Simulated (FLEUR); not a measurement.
# Fe (Fmmm) in FLEUR: notebook

One crystal, Fe, is run at these levels: PBEsol; tasks: single point.

All numbers are computed with FLEUR MaX-R8.1 (later development tree); they aren't measurements. Logs are shortened: lines on timing, memory, paths and dates and some standing lists are left out, and cuts for length are marked.

## 1. The cell of the first run

It takes space group Fmmm (No. 69, orthorhombic). The conventional cell has a = 2.886 Å, b = 4.000 Å, c = 4.163 Å, α = 90.00°, β = 90.00°, γ = 90.00°. Around Fe (site symmetry mmm) lie 8 Fe at 2.47 to 2.53 Å.

## 2. Single point, PBEsol, collinear spin, ferromagnetic start, 12.01 Å³/atom (strain component 4 = -0.04)

File inp.xml:

```xml
<?xml version="1.0" encoding="UTF-8" standalone="no"?>
<fleurInput fleurInputVersion="0.39">
   <comment>
      Fe                                                                                                  
   </comment>
   <calculationSetup>
      <cutoffs Kmax="4.64" Gmax="14.4" GmaxXC="14.4" numbands="0"/>
      <scfLoop itmax="60" minDistance="0.00001" maxIterBroyd="15" imix="Anderson" alpha="0.05" precondParam="0.0" spinf="2.0" sdNocoIR="T"/>
      <coreElectrons ctail="T" frcor="F" kcrel="0" coretail_lmax="0"/>
      <xcFunctional name="PBEs" relativisticCorrections="F"/>
      <magnetism jspins="2"/>
      <soc l_soc="F" theta="0.0" phi="0.0" spav="F"/>
      <expertModes spex="0" secvar="F"/>
      <geometryOptimization l_f="T" forcealpha="1.0" forcemix="BFGS" epsdisp="0.0005" epsforce="0.0002"/>
      <ldaU l_linMix="F" mixParam="0.05" spinf="1.0"/>
   </calculationSetup>
   <cell>
      <bzIntegration valenceElectrons="16.0" mode="hist" fermiSmearingEnergy="0.00183747">
         <kPointListSelection listName="default-1"/>
         <!-- k-points included here -->
         <xi:include xmlns:xi="http://www.w3.org/2001/XInclude" href="kpts.xml"> </xi:include>
      </bzIntegration>
      <!-- symmetry operations included here -->
      <xi:include xmlns:xi="http://www.w3.org/2001/XInclude" href="sym.xml"> </xi:include>
      <bulkLattice scale="1.0">
         <bravaisMatrix>
            <row-1>   -2.7268747977977998     2.6723373018418437     2.6723373018418437</row-1>
            <row-2>    2.7268747977977998    -2.7814122937537555     2.7814122937537555</row-2>
            <row-3>    2.7268747977977998     2.7814122937537555    -2.7814122937537555</row-3>
         </bravaisMatrix>
      </bulkLattice>
   </cell>
   <atomSpecies>
      <species name="Iron (Fe) 3.000" element="Fe" atomicNumber="26">
         <mtSphere radius="2.11" gridPoints="715" logIncrement="0.017"/>
         <atomicCutoffs lmax="9" lnonsphr="9"/>
         <electronConfig flipSpins="F">
            <coreConfig>(1s1/2) (2s1/2) (2p1/2) (2p3/2)</coreConfig>
            <valenceConfig>(3s1/2) (3p1/2) (3p3/2) (4s1/2) (3d3/2) (3d5/2)</valenceConfig>
            <stateOccupation state="(3d3/2)" spinUp="1.5" spinDown="0.9"/>
            <stateOccupation state="(3d5/2)" spinUp="3.0" spinDown="0.6"/>
         </electronConfig>
         <energyParameters s="4" p="4" d="3" f="4"/>
         <lo type="SCLO" l="0" n="3" eDeriv="0"/>
         <lo type="SCLO" l="1" n="3" eDeriv="0"/>
         <lo type="SCLO" l="1" n="3" eDeriv="1"/>
         <lo type="SCLO" l="2" n="3" eDeriv="2"/>
         <lo type="SCLO" l="3" n="4" eDeriv="2"/>
      </species>
   </atomSpecies>
   <atomGroups>
      <atomGroup species="Iron (Fe) 3.000">
         <relPos label="                   1">.0000000000 .0000000000 .0000000000</relPos>
         <force calculate="T" relaxXYZ="TTT"/>
      </atomGroup>
   </atomGroups>
   <output dos="F" band="F" slice="F">
      <checks vchk="F" cdinf="F"/>
      <bandDOS minEnergy="-.5*Htr" maxEnergy="0.5*Htr" sigma="0.015" storeEVData="T"/>
      <vacuumDOS vacdos="F" integ="F" star="F" nstars="0" locx1="0.0" locy1="0.0" locx2="0.0" locy2="0.0" nstm="0" tworkf="0.0"/>
      <unfoldingBand unfoldBand="F" supercellX="1" supercellY="1" supercellZ="1"/>
      <plotting iplot="0" polar="F">
         <plot TwoD="T" vec1="  1.0  0.0  0.0" vec2="  0.0  1.0  0.0" vec3="  0.0  0.0  1.0" zero="  0.0  0.0  0.0" file="plot"/>
      </plotting>
      <chargeDensitySlicing numkpt="0" minEigenval="0.0" maxEigenval="0.0" nnne="0" pallst="F"/>
      <specialOutput eonly="F"/>
      <moessbauerParams electricFieldGradient="T" isomerShift="T" coreHyperfine="T" valenceHyperfine="T"/>
      <magneticCircularDichroism mcd="F" energyLo="-10.0" energyUp="0.0"/>
   </output>
  <!-- We include the file relax.xml here to enable relaxations (see documentation) -->
  <xi:include xmlns:xi="http://www.w3.org/2001/XInclude" href="relax.xml"> <xi:fallback/> </xi:include>
</fleurInput>
```

File crystal.txt:

```
Fe
&input cartesian=F /
-1.4430000000  1.4141400000  1.4141400000
1.4430000000  -1.4718600000  1.4718600000
1.4430000000  1.4718600000  -1.4718600000
1.8897261246
1.0 1.0 1.0

1
26 0.0000000000  0.0000000000  0.0000000000 : 3.000

&kpt div1=10 div2=10 div3=10 gamma=T /
```

Potentials or basis: all-electron, FLAPW.

Started as:

```bash
inpgen -f crystal.txt -profile fastHighL
# inp.xml edited to the form shown
fleur_MPI
```

Standard output:

```text
Welcome to FLEUR        (www.flapw.de)
      MaX-Release 8.1          (www.max-centre.eu)

 ========== k-point set info ==========
 Selected k-point list: default-1
 k-point list type: mesh
 10 x 10 x 10
 Number of k points: 171

 ------------Calculation Setup---------------------------
 Number of MPI-tasks      :            1
 Number of PE/node        :            1
 Number of OMP-threads    :            1
 Most efficient MPI parallelization for:
           1           3           9          19          57         171
 Additional eigenvalue parallelization possible
 Number of basis functions:          181
 Approximate size of matrices (H+S) per k-point:         0.000 GB
 --------------------------------------------------------
 Iteration:     1   Distance:      11.49841378 me/bohr^3
 Iteration:     2   Distance:      10.73394055 me/bohr^3
 Iteration:     3   Distance:       7.07623835 me/bohr^3
 Iteration:     4   Distance:       6.91803048 me/bohr^3
 Iteration:     5   Distance:       3.42406205 me/bohr^3
 Iteration:     6   Distance:       3.63922335 me/bohr^3
 Iteration:     7   Distance:       1.26049049 me/bohr^3
 Iteration:     8   Distance:       2.17359564 me/bohr^3
 Iteration:     9   Distance:       0.95261839 me/bohr^3
 Iteration:    10   Distance:       0.73901616 me/bohr^3
 Iteration:    11   Distance:       0.27306665 me/bohr^3
 Iteration:    12   Distance:       0.03633954 me/bohr^3
 Iteration:    13   Distance:       0.02638718 me/bohr^3
 Iteration:    14   Distance:       0.00946368 me/bohr^3
 Iteration:    15   Distance:       0.00637998 me/bohr^3
 Iteration:    16   Distance:       0.00620910 me/bohr^3
 Iteration:    17   Distance:       0.00534017 me/bohr^3
 Iteration:    18   Distance:       0.00080249 me/bohr^3
 Iteration:    19   Distance:       0.00025875 me/bohr^3
 Iteration:    20   Distance:       0.00022468 me/bohr^3
 Iteration:    21   Distance:       0.00012219 me/bohr^3
 Iteration:    22   Distance:       0.00001543 me/bohr^3
 Iteration:    23   Distance:       0.00000275 me/bohr^3

 ********************************************************************
 Run finished successfully
 Stop message:
   Structural relaxation: Done
 ********************************************************************
```

Run time: 3.8 min. Hardware: 1 thread of Arm Neoverse V2, shared host; peak memory 0.07 GiB.

Results:

* Free energy: -34603.1289 eV
* Band gap on the k mesh: none (metal or under the smearing width)
* Net moment: 2.20 μB per cell
* Site moments: Fe +2.25 μB
* Valence electrons inside the program's atomic spheres: Fe 14.34 (radii Fe 2.11 bohr)

## 3. Single point, PBEsol, collinear spin, ferromagnetic start, 12.02 Å³/atom (strain component 4 = -0.02)

inp.xml: that of step 2 with these lines changed.

```diff
@@ -26,5 +26,5 @@
          <bravaisMatrix>
-            <row-1>   -2.7268747977977998     2.6723373018418437     2.6723373018418437</row-1>
-            <row-2>    2.7268747977977998    -2.7814122937537555     2.7814122937537555</row-2>
-            <row-3>    2.7268747977977998     2.7814122937537555    -2.7814122937537555</row-3>
+            <row-1>   -2.7268747977977998     2.6996060498198218     2.6996060498198218</row-1>
+            <row-2>    2.7268747977977998    -2.7541435457757779     2.7541435457757779</row-2>
+            <row-3>    2.7268747977977998     2.7541435457757779    -2.7541435457757779</row-3>
          </bravaisMatrix>
@@ -34,3 +34,3 @@
       <species name="Iron (Fe) 3.000" element="Fe" atomicNumber="26">
-         <mtSphere radius="2.11" gridPoints="715" logIncrement="0.017"/>
+         <mtSphere radius="2.11" gridPoints="717" logIncrement="0.017"/>
          <atomicCutoffs lmax="9" lnonsphr="9"/>
```

File crystal.txt:

```
Fe
&input cartesian=F /
-1.4430000000  1.4285700000  1.4285700000
1.4430000000  -1.4574300000  1.4574300000
1.4430000000  1.4574300000  -1.4574300000
1.8897261246
1.0 1.0 1.0

1
26 0.0000000000  0.0000000000  0.0000000000 : 3.000

&kpt div1=10 div2=10 div3=10 gamma=T /
```

Potentials or basis: all-electron, FLAPW.

Started as:

```bash
inpgen -f crystal.txt -profile fastHighL
# inp.xml edited to the form shown
fleur_MPI
```

Wall time 4.4 min (1 thread of Arm Neoverse V2, shared host); peak memory 0.07 GiB.

Results (log left out):

```yaml
Free_energy: -34603.1317 eV
Band_gap_on_the_k_mesh: none (metal or under the smearing width)
Net_moment: 2.18 μB per cell
Site_moments: Fe +2.23 μB
Valence_electrons_inside_the_program's_atomic_spheres: Fe 14.34 (radii Fe 2.11 bohr)
```
